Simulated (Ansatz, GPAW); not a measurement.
# Co: programs and potentials compared

```
Co
1.0
     2.47200    0.00000    0.00000
    -1.23600    2.14081    0.00000
     0.00000    0.00000    4.02114
Co
2
Direct
  0.66667 0.33333 0.75000
  0.33333 0.66667 0.25000
```

Alike in all runs: task band structure; functional RPBE; k mesh 12 × 12 × 7; occupations fermi-dirac, width 0.05 eV; collinear spin, ferromagnetic start; no spin-orbit coupling. Pressure is positive in compression and, in plane waves, holds the error of the finite cutoff, which Ansatz's Pulay term estimates and takes out.

| program and potentials | plane-wave cutoff (eV) | notes | pressure (GPa) | net moment per atom (μB) |
| --- | --- | --- | --- | --- |
| Ansatz, Ansatz PAW | 420 | potentials made for PBE, which Ansatz adapts in part; 17 valence electrons an atom on average; Pulay term of +0.18 GPa included | 10.86 | 1.62 |
| GPAW, the program's PAW data sets (release 1.2.1) made for this functional | 600 | 9 valence electrons an atom on average | 10.96 | 1.62 |
| Ansatz, all-electron LAPW, scalar-relativistic | - | - | 10.78 | 1.62 |

The pressure spans 10.78 (Ansatz, all-electron LAPW, scalar-relativistic) to 10.96 GPa (GPAW, the program's PAW data sets (release 1.2.1) made for this functional), with all-electron results at 10.78. All agree on the net moment per atom. Some sets were made for another functional than the one run, which can shift their rows. The cell lies far from this level's equilibrium. The state is the one that the start led to, which needn't be the lowest.

Differences between rows come from potentials, basis sets and numerical settings, since the functional is the same but for its coding. Runs on potential files found faulty are left out.
